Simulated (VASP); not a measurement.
ZnS:

```
CELL_PARAMETERS angstrom
0.00000 2.70200 2.70200
2.70200 0.00000 2.70200
2.70200 2.70200 0.00000
ATOMIC_POSITIONS crystal
Zn 0.75000 0.75000 0.75000
S 0.00000 0.00000 0.00000
```

| Property | Result |
| --- | --- |
| Program | VASP 6.6.1 |
| Task | relaxation of cell and atoms |
| Functional | PBE |
| Potentials or basis | VASP PAW PBE potentials, release 64 (Zn, S_h) |
| Cutoff | 980 eV |
| k mesh | 9 × 9 × 9 |
| Occupations | fermi-dirac, width 0.05 eV |
| Spin | no spin polarisation |

At the start: pressure 1.8 GPa; volume 19.73 Å³/atom.

Problem. Where does the relaxation end?

Solution. Over 3 steps the energy falls by 2.8 meV/atom and the volume is 20.23 Å³/atom (+2.5 %); space group F-43m (No. 216, to 0.05 Å).

Step by step:
| step | energy change (eV) | largest force (eV/Å) | pressure (GPa) | volume (Å³) |
| --- | --- | --- | --- | --- |
| 1 | 0.0000 | 0.0000 | 1.78 | 39.45 |
| 2 | -0.0052 | 0.0000 | -0.46 | 40.72 |
| 3 | -0.0056 | 0.0000 | -0.06 | 40.45 |

Final structure:
```xyz
2
Lattice="0.0000 2.7247 2.7247 2.7247 0.0000 2.7247 2.7247 2.7247 0.0000" Properties=species:S:1:pos:R:3 pbc="T T T"
Zn    4.0870    4.0870    4.0870
S     0.0000    0.0000    0.0000
```
